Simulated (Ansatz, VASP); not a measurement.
**Pb: VASP beside Ansatz**

File INCAR:

```
SYSTEM = Pb
PREC = Accurate
ENCUT = 520
EDIFF = 1E-7
ISMEAR = 0
SIGMA = 0.1
LREAL = .FALSE.
LASPH = .TRUE.
NELM = 60
ALGO = Normal
ISIF = 2
LWAVE = .FALSE.
LCHARG = .TRUE.
GGA = PE
LELF = .TRUE.
LVHAR = .TRUE.
NBANDS = 13
```

File KPOINTS:

```
regular mesh
0
G
  6 6 6
  0 0 0
```

POSCAR

```
Pb
1.0
    3.1917453948      0.0000000000      0.0000000000
    0.0000000000      3.1917453948      0.0000000000
    0.0000000000      0.0000000000      3.1917453948
Pb
1
Direct
    0.0000000000      0.0000000000      0.0000000000
```

Input for Ansatz:

```yaml
crystal:
  lattice:
    - [3.1917453948, 0.0, 0.0]
    - [0.0, 3.1917453948, 0.0]
    - [0.0, 0.0, 3.1917453948]
  atoms:
    - { symbol: Pb, position: [0.0, 0.0, 0.0] }
basis:
  ecutwfc: 420
kpoints:
  mp_grid: { grid: [6, 6, 6] }
hamiltonian:
  xc: pbe
scf:
  occupations: { method: gaussian, width: 0.1 }
  lower_state_search: "off"
output:
  forces: true
  stress: true
  eigenvalues: true
```

Alike in both runs: task single point; functional PBE; k mesh 6 × 6 × 6; occupations gaussian, width 0.1 eV; no spin polarisation.

```csv
,VASP,Ansatz
version,VASP 6.6.1,Ansatz 0.2.0
potentials or method,"VASP PAW PBE potentials, release 64 (Pb_d)","scalar-relativistic, plane waves, PAW"
plane-wave cutoff (eV),520,420
valence electrons in the cell,14,14
```

Ansatz gave:

| Item | Value |
| --- | --- |
| gap on the k mesh at the Fermi level (eV) | none |
| pressure (GPa) | 2.1 |

Q: Which values does VASP return?

A: gap on the k mesh at the Fermi level (eV): none; pressure (GPa): 2.0.

A gap of «none» marks a metal or a gap that the smearing closes.

Spin-orbit coupling is left out, which matters for the levels of Pb.
